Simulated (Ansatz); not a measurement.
# Ga: the cost of one run

Computed with Ansatz 0.2.0 (DFT PBEsol, scalar-relativistic, plane waves, PAW, unless a step's input says otherwise).

## 1. The starting structure

The structure is tetragonal, space group I4/mmm (No. 139). Conventional cell: a = 2.800 Å, b = 2.800 Å, c = 4.521 Å, α = 90.00°, β = 90.00°, γ = 90.00°. Around Ga (site symmetry 4/mmm) lie 12 Ga at 2.80 to 3.00 Å.

As a file:

```
Ga
1.0
    -1.40015    1.40015    2.26034
     1.40015   -1.40015    2.26034
     1.40015    1.40015   -2.26034
Ga
1
Direct
  0.00000 0.00000 0.00000
```

It is the result of an earlier relaxation at this level (volume 17.72 Å³/atom; gap on the mesh: none (metal)).

## 2. The cell scaled to 0.97 of its volume

input.yaml

```yaml
crystal:
  lattice:
    - [-1.3860067675, 1.3860067675, 2.237507658]
    - [1.3860067675, -1.3860067675, 2.237507658]
    - [1.3860067675, 1.3860067675, -2.237507658]
  atoms:
    - { symbol: Ga, position: [0.0, 0.0, 0.0] }
basis:
  ecutwfc: 420
kpoints:
  mp_grid: { grid: [20, 20, 20] }
hamiltonian:
  xc: pbesol
scf:
  occupations: { method: gaussian, width: 0.1 }
output:
  forces: true
  stress: true
  eigenvalues: true
relax:
  adjacent_minimum: "off"
  f_tol: 0.01
  max_steps: 30
  cell: { stress_tol: 0.1, fix: [volume] }
```

Command:

```
> ansatz run input.yaml --threads 1 --pin off --max-ram 2560MiB --backend cpu --events-out ev --progress --plain --runs-dir out
```

What time and memory should one allow on 1 thread of Intel Xeon at 2.50GHz (Skylake/Cascade Lake), shared host?

About 59 s, with a peak of 0.45 GiB.
